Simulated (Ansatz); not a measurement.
I under changes of volume

One of the cells (40.553 Å³/atom); the others are scaled copies at fixed shape and fractional positions:

```
CELL_PARAMETERS angstrom
0.00000 2.36560 3.90984
2.19225 0.00000 3.90984
2.19225 2.36560 0.00000
ATOMIC_POSITIONS crystal
I 0.00000 0.00000 0.00000
```

```yaml
Program: Ansatz 0.2.0
Functional: PBE
Potentials_or_basis: PseudoDojo stringent (PBE files)
Cutoff: 1530 eV
Density_cutoff: 6120 eV
k_mesh: 9 × 9 × 9
Occupations: fermi-dirac, width 0.05 eV
Spin: no spin polarisation
```

```tsv
volume (Å³/atom)	energy over the lowest point (meV/atom)	pressure (GPa)
38.120	21.45	2.4
38.931	11.36	1.7
39.742	4.68	1.0
40.553	?	?
41.364	0.00	0.0
42.175	1.34	-0.5
42.986	4.74	-0.8
```

What does the run at 40.553 Å³/atom give?

Energy over the lowest point 1.01 meV/atom; pressure 0.5 GPa.

Worked out: A Birch-Murnaghan fit of order 3 (a polynomial in V^(-2/3)) to the other rows has its minimum at 41.29 Å³/atom with B0 = V·E''(V) = 24 GPa and B' = 5.4 at fixed shape and positions, which overstates the stiffness. It gives 1.01 meV/atom at 40.553 Å³/atom, against the run's 1.01, and -dE/dV = 0.5 GPa, against 0.5.

Energies are extrapolated to zero smearing.

Caveats: an odd number of electrons without spin polarisation forces a metal; a magnetic or distorted state may lie lower.
